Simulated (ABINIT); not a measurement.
SnSe: band structure with PBE

Crystal: SnSe.

```xyz
2
Lattice="0.0000 3.0100 3.0100 3.0100 0.0000 3.0100 3.0100 3.0100 0.0000" Properties=species:S:1:pos:R:3 pbc="T T T"
Sn    0.0000    0.0000    0.0000
Se    3.0100    3.0100    3.0100
```

Measurements of this composition are mostly on another form, of space group No. 62.

```
Program                                         : ABINIT 10.8.3 (patched build)
Task                                            : band structure
Functional                                      : PBE
Potentials or basis                             : JTH PAW PBE v2.0 sp
Cutoff                                          : 408 eV
k mesh                                          : 8 × 8 × 8
Occupations                                     : fermi-dirac, width 0.05 eV
Spin                                            : spin-orbit coupling, no magnetisation
Fine-grid cutoff                                : 816.342 eV
Exchange and correlation inside the PAW spheres : full angular mesh (pawxcdev 0, this build's default; the released program takes 1)
```

* Band gap on the k mesh: 0.63 eV, direct
* Valence electrons inside the program's atomic spheres: Sn 2.23; Se 3.88

Levels at the corners of the path, in eV from the valence-band top:
```csv
point,band 6,band 7,band 8,band 9,band 10,band 11,band 12,band 13,band 14,band 15
Γ,-2.52,-2.09,-2.09,-2.09,-2.09,3.74,3.74,4.54,4.54,4.54
X,-5.53,-3.82,-3.82,-3.56,-3.56,2.97,2.97,5.01,5.01,5.58
W,-4.78,-4.76,-4.76,-0.88,-0.88,1.41,1.41,4.71,4.71,4.77
K,-5.13,-3.24,-3.24,-2.52,-2.52,3.11,3.11,3.61,3.61,5.20
Γ,-2.52,-2.09,-2.09,-2.09,-2.09,3.74,3.74,4.54,4.54,4.54
L,-2.15,-1.90,-1.90,-0.10,-0.10,0.52,0.52,1.03,1.03,1.37
U,-5.13,-3.24,-3.24,-2.52,-2.52,3.11,3.11,3.61,3.61,5.20
W,-4.78,-4.76,-4.76,-0.88,-0.88,1.41,1.41,4.71,4.71,4.77
L,-2.15,-1.90,-1.90,-0.10,-0.10,0.52,0.52,1.03,1.03,1.37
K,-5.13,-3.24,-3.24,-2.52,-2.52,3.11,3.11,3.61,3.61,5.20
```

Run time: 2 min on 1 thread of Arm Neoverse V1 (shared host), peak memory 0.16 GiB.

Caveat: this set keeps more shells in the core, which shifts pressures and gaps. A k mesh can miss the band edges.
